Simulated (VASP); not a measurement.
# SiMo3 (P4/mmm) in VASP: a series of runs, part 2 of 2

VASP 6.6.1. Earlier steps stand in the parts before.

## Step 3: Relaxation of cell and atoms, PBE

INCAR

```
PREC = Accurate
ENCUT = 520
EDIFF = 1E-7
ISMEAR = 0
SIGMA = 0.1
LREAL = False
LASPH = True
NELM = 120
ALGO = Normal
ISIF = 3
LWAVE = False
LCHARG = False
GGA = PE
IBRION = 2
NSW = 60
EDIFFG = -0.005
POTIM = 0.3
KPAR = 4
```

KPOINTS

```
Automatic mesh
0
Gamma
  10 10 6
```

POSCAR

```
SiMo3                                   
1.0
    3.2513821632      0.0000000000      0.0000000000
    0.0000000000      3.2513821632      0.0000000000
   -0.0000000000     -0.0000000000      5.6967726226
  Si              Mo            
     1     3
Direct
     1.0000000000000000    0.0000000000000000    0.0000000000000000
     0.5000000000000000    0.5000000000000000    0.2354023899731067
     0.5000000000000000    0.5000000000000000    0.7645976100268934
     1.0000000000000000    0.0000000000000000    0.5000000000000000
```

Potentials or basis: VASP PAW PBE potentials, release 64 (Si, Mo_sv).

Launch:

```sh
$ cat potpaw_PBE.64/Si/POTCAR potpaw_PBE.64/Mo_sv/POTCAR > POTCAR
$ mpirun -np 4 vasp_std > vasp.out
```

It took 19 s on 4 MPI ranks of AMD EPYC 9R45 (Zen 5), shared host; peak memory 0.22 GiB.

Results (log left out):

| Item | Value |
| --- | --- |
| Free energy | -38.4935 eV |
| Pressure after relaxing | 0.0 GPa |
| Band gap on the k mesh | none (metal or under the smearing width) |

Final structure:
```
CELL_PARAMETERS angstrom
3.25138 0.00000 0.00000
0.00000 3.25138 0.00000
0.00000 0.00000 5.69677
ATOMIC_POSITIONS crystal
Si 0.00000 0.00000 0.00000
Mo 0.50000 0.50000 0.23540
Mo 0.50000 0.50000 0.76460
Mo 0.00000 0.00000 0.50000
```

Levels at points of the mesh, in eV from the Fermi level:
```tsv
k point	band 19	band 20	band 21	band 22	band 23	band 24	band 25	band 26	band 27
(0.00, 0.00, 0.00)	-2.13	-2.13	-1.27	-0.86	-0.86	-0.26	0.80	1.52	2.46
(0.50, 0.00, 0.00)	-2.71	-2.15	-1.97	-0.88	0.20	0.57	1.38	1.69	1.74
(0.50, 0.50, 0.00)	-2.62	-0.60	-0.60	-0.27	0.87	1.42	1.42	1.82	1.93
(0.00, 0.00, 0.50)	-1.88	-1.88	-1.08	-0.39	-0.39	0.29	0.36	0.36	0.81
(0.50, 0.00, 0.50)	-2.36	-2.32	-0.93	-0.85	-0.67	-0.50	0.56	1.34	1.94
(0.50, 0.50, 0.50)	-2.62	-1.44	-1.44	-1.11	1.57	2.03	2.05	2.11	2.15
```

Caveat: the relaxation stopped at its first step, so nothing moved.

## Step 4: Single point, r2SCAN

INCAR

```
SYSTEM = SiMo3
ALGO = Normal
EDIFF = 1E-6
ENCUT = 520
ISIF = 2
ISMEAR = 0
KPAR = 4
LASPH = .True.
LCHARG = .False.
LMIXTAU = .True.
LREAL = .False.
LWAVE = .False.
METAGGA = R2SCAN
NELM = 150
PREC = Accurate
SIGMA = 0.1
```

KPOINTS

```
k-points
0
Gamma
  10 10 6
  0 0 0
```

POSCAR

```
SiMo3                                   
1.0
    3.2513821632      0.0000000000      0.0000000000
    0.0000000000      3.2513821632      0.0000000000
    0.0000000000      0.0000000000      5.6967726226
  Si              Mo            
     1     3
Direct
     0.0000000000000000    0.0000000000000000    0.0000000000000000
     0.5000000000000000    0.5000000000000000    0.2354023899731033
     0.5000000000000000    0.5000000000000000    0.7645976100268967
     0.0000000000000000    0.0000000000000000    0.5000000000000000
```

Launch:

```sh
$ cat potpaw_PBE.64/Si/POTCAR potpaw_PBE.64/Mo_sv/POTCAR > POTCAR
$ mpirun -np 4 vasp_std > vasp.out
```

Run time: 81 s. Hardware: 4 MPI ranks of AMD EPYC 9R45 (Zen 5), shared host; peak memory 0.23 GiB.

It converged, with:

- Free energy: -87.2190 eV
- Pressure: -2.4 GPa
- Largest force: 0.052 eV/Å
- Band gap on the k mesh: none (metal or under the smearing width)

Forces on the atoms (eV/Å):
```
Si   0.000  0.000  0.000
Mo   0.000  0.000 -0.052
Mo   0.000  0.000  0.052
Mo   0.000  0.000  0.000
```

Stress tensor (GPa, compression positive):
```
-2.06  0.00  0.00
 0.00 -2.06  0.00
 0.00  0.00 -3.10
```

Levels at points of the mesh, in eV from the Fermi level:
| k point | band 19 | band 20 | band 21 | band 22 | band 23 | band 24 | band 25 | band 26 | band 27 |
| --- | --- | --- | --- | --- | --- | --- | --- | --- | --- |
| (0.00, 0.00, 0.00) | -2.25 | -2.17 | -1.39 | -0.95 | -0.95 | -0.16 | 0.79 | 1.72 | 2.57 |
| (0.50, 0.00, 0.00) | -2.91 | -2.34 | -2.18 | -0.82 | 0.13 | 0.57 | 1.50 | 1.76 | 1.79 |
| (0.50, 0.50, 0.00) | -2.83 | -0.78 | -0.78 | -0.38 | 1.11 | 1.50 | 1.50 | 1.98 | 2.14 |
| (0.00, 0.00, 0.50) | -1.99 | -1.99 | -1.20 | -0.48 | -0.48 | 0.25 | 0.37 | 0.37 | 1.00 |
| (0.50, 0.00, 0.50) | -2.54 | -2.53 | -1.01 | -0.96 | -0.70 | -0.58 | 0.56 | 1.52 | 2.10 |
| (0.50, 0.50, 0.50) | -2.84 | -1.58 | -1.58 | -1.25 | 1.76 | 2.15 | 2.24 | 2.36 | 2.39 |

Caveat: the PAW data sets were made with another functional, which shifts forces and pressure a little.

## Step 5: Relaxation of cell and atoms, PBE

INCAR

```
PREC = Accurate
ENCUT = 520
EDIFF = 1E-6
ISMEAR = 0
SIGMA = 0.1
LREAL = False
LASPH = True
NELM = 120
ALGO = Normal
ISIF = 3
LWAVE = False
LCHARG = False
GGA = PE
IBRION = 2
NSW = 90
EDIFFG = -0.01
KPAR = 4
```

KPOINTS

```
Automatic mesh
0
Gamma
  6 6 6
```

POSCAR

```
SiMo3
1.0
    4.9050000000      0.0000000000      0.0000000000
    0.0000000000      4.9050000000      0.0000000000
    0.0000000000      0.0000000000      4.9050000000
Si Mo
2 6
Direct
    0.0000000000      0.0000000000      0.0000000000
    0.5000000000      0.5000000000      0.5000000000
    0.2500000000      0.5000000000      0.0000000000
    0.7500000000      0.5000000000      0.0000000000
    0.0000000000      0.2500000000      0.5000000000
    0.0000000000      0.7500000000      0.5000000000
    0.5000000000      0.0000000000      0.2500000000
    0.5000000000      0.0000000000      0.7500000000
```

Launch:

```sh
$ cat potpaw_PBE.64/Si/POTCAR potpaw_PBE.64/Mo_sv/POTCAR > POTCAR
$ mpirun -np 4 vasp_std > vasp.out
```

Wall time 43 s (4 MPI ranks of AMD EPYC 9R45 (Zen 5), shared host); peak memory 0.25 GiB.

The run converged. Its results:

```yaml
Free_energy: -78.9843 eV
Relaxed_volume: 14.79 Å³/atom
Relaxed_cell: a = 4.909 Å, b = 4.909 Å, c = 4.909 Å, α = 90.00°, β = 90.00°, γ = 90.00°
Space_group_after_relaxing_to_0.05_Å: Pm-3n (No. 223)
Energy_gained_by_relaxing: 0.1 meV/atom
Ionic_steps: 3
Pressure_after_relaxing: 0.0 GPa
Band_gap_on_the_k_mesh: none (metal or under the smearing width)
```

The path:
| step | energy change (eV) | largest force (eV/Å) | pressure (GPa) | volume (Å³) |
| --- | --- | --- | --- | --- |
| 1 | 0.0000 | 0.0000 | 0.67 | 118.01 |
| 2 | 0.0029 | 0.0000 | -1.52 | 119.07 |
| 3 | -0.0007 | 0.0000 | 0.00 | 118.33 |

Final structure:
```cif
data_structure
_symmetry_space_group_name_H-M 'P 1'
_symmetry_Int_Tables_number 1
_cell_length_a 4.9094
_cell_length_b 4.9094
_cell_length_c 4.9094
_cell_angle_alpha 90.000
_cell_angle_beta 90.000
_cell_angle_gamma 90.000
_cell_volume 118.33
loop_
_atom_site_label
_atom_site_type_symbol
_atom_site_fract_x
_atom_site_fract_y
_atom_site_fract_z
_atom_site_occupancy
Si1 Si 0.00000 0.00000 0.00000 1
Si2 Si 0.50000 0.50000 0.50000 1
Mo1 Mo 0.25000 0.50000 0.00000 1
Mo2 Mo 0.75000 0.50000 0.00000 1
Mo3 Mo 0.00000 0.25000 0.50000 1
Mo4 Mo 0.00000 0.75000 0.50000 1
Mo5 Mo 0.50000 0.00000 0.25000 1
Mo6 Mo 0.50000 0.00000 0.75000 1
```

Levels at points of the mesh, in eV from the Fermi level:
```
           k point  band 42  band 43  band 44  band 45  band 46  band 47  band 48  band 49  band 50  band 51
(0.00, 0.00, 0.00)    -2.14    -1.55    -1.55     1.22     1.22     1.22     1.97     2.32     2.32     2.60
(0.50, 0.00, 0.00)    -2.41    -1.70    -1.70     0.22     0.22     0.92     0.92     1.48     1.48     1.57
(0.50, 0.50, 0.00)    -1.21    -1.09    -0.88    -0.88    -0.79    -0.68    -0.48    -0.13     0.22     0.84
(0.50, 0.50, 0.50)    -1.72    -1.20    -1.20    -1.20    -1.20    -1.20    -1.20     1.24     1.24     1.24
```

## Step 6: Relaxation of cell and atoms, PBE

Edit INCAR of step 5 so:

```diff
@@ -2,3 +2,3 @@
 ENCUT = 520
-EDIFF = 1E-6
+EDIFF = 1E-7
 ISMEAR = 0
@@ -14,4 +14,5 @@
 IBRION = 2
-NSW = 90
-EDIFFG = -0.01
+NSW = 60
+EDIFFG = -0.005
+POTIM = 0.3
 KPAR = 4
```

KPOINTS is that of step 5.

POSCAR

```
SiMo3                                   
1.0
    4.9093842346      0.0000000000      0.0000000000
    0.0000000000      4.9093842346      0.0000000000
    0.0000000000      0.0000000000      4.9093842346
  Si              Mo            
     2     6
Direct
     0.0000000000000000    0.0000000000000000    0.0000000000000000
     0.5000000000000000    0.5000000000000000    0.5000000000000000
     0.2500000000000000    0.5000000000000000    0.0000000000000000
     0.7500000000000000    0.5000000000000000    0.0000000000000000
     0.0000000000000000    0.2500000000000000    0.5000000000000000
     0.0000000000000000    0.7500000000000000    0.5000000000000000
     0.5000000000000000    0.0000000000000000    0.2500000000000000
     0.5000000000000000    0.0000000000000000    0.7500000000000000
```

Potentials or basis: VASP PAW PBE potentials, release 64 (Si, Mo_sv).

Launch:

```sh
$ cat potpaw_PBE.64/Si/POTCAR potpaw_PBE.64/Mo_sv/POTCAR > POTCAR
$ mpirun -np 4 vasp_std > vasp.out
```

Run time: 26 s. Hardware: 4 MPI ranks of AMD EPYC 9R45 (Zen 5), shared host; peak memory 0.27 GiB.

The run converged. Its results:

```
Free energy             : -78.9844 eV
Pressure after relaxing : 0.0 GPa
Band gap on the k mesh  : none (metal or under the smearing width)
```

Final structure:
```yaml
crystal:
  lattice:
    - [4.90938, 0.00000, 0.00000]
    - [0.00000, 4.90938, 0.00000]
    - [0.00000, 0.00000, 4.90938]
  atoms:
    - { symbol: Si, position: [0.00000, 0.00000, 0.00000] }
    - { symbol: Si, position: [0.50000, 0.50000, 0.50000] }
    - { symbol: Mo, position: [0.25000, 0.50000, 0.00000] }
    - { symbol: Mo, position: [0.75000, 0.50000, 0.00000] }
    - { symbol: Mo, position: [0.00000, 0.25000, 0.50000] }
    - { symbol: Mo, position: [0.00000, 0.75000, 0.50000] }
    - { symbol: Mo, position: [0.50000, 0.00000, 0.25000] }
    - { symbol: Mo, position: [0.50000, 0.00000, 0.75000] }
```

Levels at points of the mesh, in eV from the Fermi level:
```
           k point  band 42  band 43  band 44  band 45  band 46  band 47  band 48  band 49  band 50  band 51
(0.00, 0.00, 0.00)    -2.14    -1.55    -1.55     1.22     1.22     1.22     1.97     2.32     2.32     2.60
(0.50, 0.00, 0.00)    -2.41    -1.70    -1.70     0.22     0.22     0.92     0.92     1.48     1.48     1.57
(0.50, 0.50, 0.00)    -1.21    -1.09    -0.88    -0.88    -0.79    -0.68    -0.48    -0.13     0.22     0.84
(0.50, 0.50, 0.50)    -1.72    -1.20    -1.20    -1.20    -1.20    -1.20    -1.20     1.24     1.24     1.24
```

Caveat: the relaxation stopped at its first step, so nothing moved.

## Step 7: The runs side by side

```tsv
task	level	cell	k mesh	gap on the mesh (eV)	pressure (GPa)
relaxation of cell and atoms	PBE	relaxed	10 × 10 × 6	none	0.0
single point	r2SCAN	P4/mmm, 15.06 Å³/atom	10 × 10 × 6	none	-2.4
relaxation of cell and atoms	PBE	relaxed	6 × 6 × 6	none	0.0
```

Alike in all rows: potentials or basis VASP PAW PBE potentials, release 64 (Si, Mo_sv); no spin polarisation; cutoff (eV) 520; smearing gaussian 0.1 eV.

Caveats: the relaxation stopped at its first step, so nothing moved (some runs); the PAW data sets were made with another functional, which shifts forces and pressure a little (some runs).

Absolute energies hang on the potentials; compare differences alone.
